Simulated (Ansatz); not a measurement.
ZrS₂ (CdI2 type): G0W0 against its settings

ZrS₂ built on the CdI2 prototype, relaxed with r2SCAN+rVV10; one-shot G0W0 in Ansatz without spin-orbit coupling. No spin polarisation and no zero-point or thermal motion.

Space group P-3m1 (No. 164). a = 3.674 Å, b = 3.674 Å, c = 5.857 Å, α = 90.00°, β = 90.00°, γ = 120.00°

| atom | site | symmetry | x | y | z |
| --- | --- | --- | --- | --- | --- |
| Zr | 1a | -3m. | 0.0000 | 0.0000 | 0.0000 |
| S | 2d | 3m. | 0.3333 | 0.6667 | 0.2462 |

Gaps are read over the mesh points alone. G0W0 here is at a finite number of bands, screening cutoff and k mesh, not at the basis limit.
```csv
start,potentials,frequency model,mesh,empty bands,screening cutoff (eV),Kohn-Sham gap (eV),G0W0 gap (eV)
PBE,PAW,contour deformation,6×6×4,155,100,0.88,1.71
PBE,PAW,contour deformation,6×6×4,375,180,0.88,1.78
PBE,PAW,contour deformation,6×6×4,728,260,0.88,1.80
HSE06,PAW,contour deformation,6×6×4,375,180,1.68,2.09
r2SCAN,PAW,contour deformation,6×6×4,375,180,1.19,1.91
PBE0,PAW,contour deformation,6×6×4,375,180,2.36,2.29
PBE,PAW,Godby-Needs pole,6×6×4,375,180,0.88,1.75
PBE,PAW,contour deformation,12×12×4,111,80,0.88,1.67
PBE,norm-conserving,contour deformation,6×6×4,375,180,0.89,1.76
```

G0W0 moves the gap on the mesh from 0.88 eV (PBE) to 1.80 eV (Γ to L). Renormalisation factors Z lie between 0.68 and 0.74.

Raising bands and cutoff together moves the gap by +0.07 eV (100 to 180 eV), then +0.02 eV (180 to 260 eV); the last step is small, which bounds nothing strictly. Starting from HSE06 (1.68 eV against PBE's 0.88 eV) gives 2.09 eV, +0.31 eV from G0W0@PBE at the same screening cutoff. Starting from r2SCAN (1.19 eV against PBE's 0.88 eV) gives 1.91 eV, +0.13 eV from G0W0@PBE at the same screening cutoff. Starting from PBE0 (2.36 eV against PBE's 0.88 eV) gives 2.29 eV, +0.51 eV from G0W0@PBE at the same screening cutoff. The Godby-Needs plasmon pole differs from contour deformation by -0.03 eV. Norm-conserving potentials (wave cutoff 898 eV against 420 eV) shift the quasiparticle gap by -0.02 eV and the PBE gap by +0.01 eV. r2SCAN runs take a wave cutoff of 500 eV.

The program warns that the k mesh is coarse for exact exchange in some of these runs, so their gaps aren't converged.
